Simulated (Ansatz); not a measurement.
Ge:

```
Ge
1.0
     0.00000    2.82891    2.82891
     2.82891    0.00000    2.82891
     2.82891    2.82891    0.00000
Ge
2
Direct
  0.75000 0.75000 0.75000
  0.50000 0.50000 0.50000
```

Base run:

```yaml
Program: Ansatz 0.2.0
Functional: PBEsol
Potentials_or_basis: all-electron PAW datasets made for the crystal
Cutoff: 140 eV (chosen from the basis error)
k_mesh: 6 × 6 × 6
Occupations: fermi-dirac, width 0.05 eV
Spin: no spin polarisation
```

Its results: band gap on the k mesh none (metal or under the smearing width); pressure 0.7 GPa.

Task: The run is repeated on the same cell with these changes: functional from PBEsol to HSE06; cutoff from 140 eV (chosen from the basis error) to 340 eV (chosen from the basis error). What comes out?

Result: Band gap on the k mesh 0.82 eV, indirect (least direct gap 0.89 eV); pressure 1.0 GPa.

HSE06 gives the wider gap, since exact exchange removes part of the self-interaction.

Caveats: the k mesh is thin for a metal, which can move the energy by tens of meV per atom (some runs); the program warned that the printed levels may be off, so bands, gaps and densities of states are rough (some runs).

A k mesh can miss the band edges.

The runs don't all hold the same shells in valence.
